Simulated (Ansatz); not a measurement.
# C: energy against volume in PBE, exact exchange and the RPA

An exercise on one series of results from a longer session: the logs are not shown, and one member is left open.

Code: Ansatz 0.2.0. PBE orbitals, norm-conserving pseudopotentials, plane waves. (Simulation; spin polarisation is off.)

## The cell

The cell was relaxed beforehand with r2SCAN; volume changes: +0 %, -5 %, +5 %, -10 %, +10 %.

Space group P6_3/mmc (No. 194), hexagonal; conventional cell a = 2.503 Å, c = 4.169 Å, 5.66 Å³ an atom. Around C lie 4 C at 1.54–1.56 Å.

Structure file:

```cif
data_structure
_symmetry_space_group_name_H-M 'P6_3/mmc'
_symmetry_Int_Tables_number 194
_cell_length_a 2.5032
_cell_length_b 2.5032
_cell_length_c 4.1689
_cell_angle_alpha 90.000
_cell_angle_beta 90.000
_cell_angle_gamma 120.000
_cell_volume 22.62
loop_
_atom_site_label
_atom_site_type_symbol
_atom_site_symmetry_multiplicity
_atom_site_Wyckoff_symbol
_atom_site_fract_x
_atom_site_fract_y
_atom_site_fract_z
_atom_site_occupancy
C1 C 4 f 0.33333 0.66667 0.56273 1
```

Set-up of the first run:

input.yaml

```yaml
crystal:
  lattice:
    - [2.5031953728, 0.0, 0.0]
    - [-1.2515976864, 2.1678307835, 0.0]
    - [0.0, 0.0, 4.1688692769]
  atoms:
    - { symbol: C, position: [0.3333333333, 0.6666666667, 0.0002313179] }
    - { symbol: C, position: [0.6666666667, 0.3333333333, 0.5002313179] }
    - { symbol: C, position: [0.3333333333, 0.6666666667, 0.3747686821] }
    - { symbol: C, position: [0.6666666667, 0.3333333333, 0.8747686821] }
kpoints:
  mp_grid: { grid: [6, 6, 4] }
hamiltonian:
  xc: pbe
  pseudopotentials: { kind: nc }
scf:
  occupations: { method: fixed }
output:
  rpa_energy:
    ecut_chi_ladder: [223, 250, 278, 308, 338]
    long_wavelength: optical_limit
basis:
  ecutwfc: 1115.666836
```

Steps of the session up to this table: The unscaled cell; Volume -5 %; Volume +5 %; Volume -10 %; Volume +10 %.

One of the session's tables, all rows but one given; the rest of the session is left out.

Energies in meV/atom from the unscaled cell:

| volume (Å³/atom) | PBE | exact exchange | EXX+RPA | RPA correlation |
| --- | --- | --- | --- | --- |
| 5.090 | 108.1 | 77.4 | 105.3 | 27.9 |
| 5.373 | 28.8 | 11.8 | 27.6 | 15.8 |
| 5.656 | 0.0 | 0.0 | 0.0 | 0.0 |
| 5.938 | ? | ? | ? | ? |
| 6.221 | 53.7 | 96.8 | 55.8 | -41.0 |

**Question.** Estimate the row for volume (Å³/atom) = 5.938.

Worked estimate for «PBE». A straight line through the neighbours (5.656, 0.0) and (6.221, 53.7) gives 0.0 + (53.7 − 0.0) × (5.938 − 5.656) / (6.221 − 5.656) = 26.8; a parabola fitted to 3 rows on both sides gives 8.3.

**Answer.** PBE: 11.1; exact exchange: 31.2; EXX+RPA: 12.0; RPA correlation: -19.2. In «PBE» the line misses by +15.7 and the parabola by -2.8.
